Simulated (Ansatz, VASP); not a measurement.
# BaS: VASP beside Ansatz

```
CELL_PARAMETERS angstrom
0.00000 3.15811 3.15811
3.15811 0.00000 3.15811
3.15811 3.15811 0.00000
ATOMIC_POSITIONS crystal
Ba 0.50000 0.50000 0.50000
S 0.00000 0.00000 0.00000
```

Alike in both runs: task single point; functional revPBE; dispersion D3(BJ); k mesh 6 × 6 × 6; occupations gaussian, width 0.05 eV; no spin polarisation.

```csv
,VASP,Ansatz
version,VASP 6.6.1,Ansatz 0.2.0
potentials or method,"VASP PAW PBE potentials, release 64 (Ba_sv, S)","scalar-relativistic, plane waves, PAW"
plane-wave cutoff (eV),520,420
valence electrons in the cell,16,16
```

Ansatz gave:

```
gap on the k mesh at the Fermi level (eV) : 2.26
least direct gap on the mesh (eV)         : 2.34
pressure (GPa)                            : 0.9
dispersion energy (meV/atom)              : -505.6
```

Question: Which values does VASP return?

Answer: gap on the k mesh at the Fermi level (eV): 2.15; least direct gap on the mesh (eV): 2.27; pressure (GPa): 1.6; dispersion energy (meV/atom): -505.4.

Caveats: the PAW data sets were made with another functional, which shifts forces and pressure a little (VASP); spin-orbit coupling is left out, which moves the levels of the heavy elements. A k mesh can miss the band edges. Expect the measured gap to be larger: semilocal functionals such as revPBE lack the derivative discontinuity.
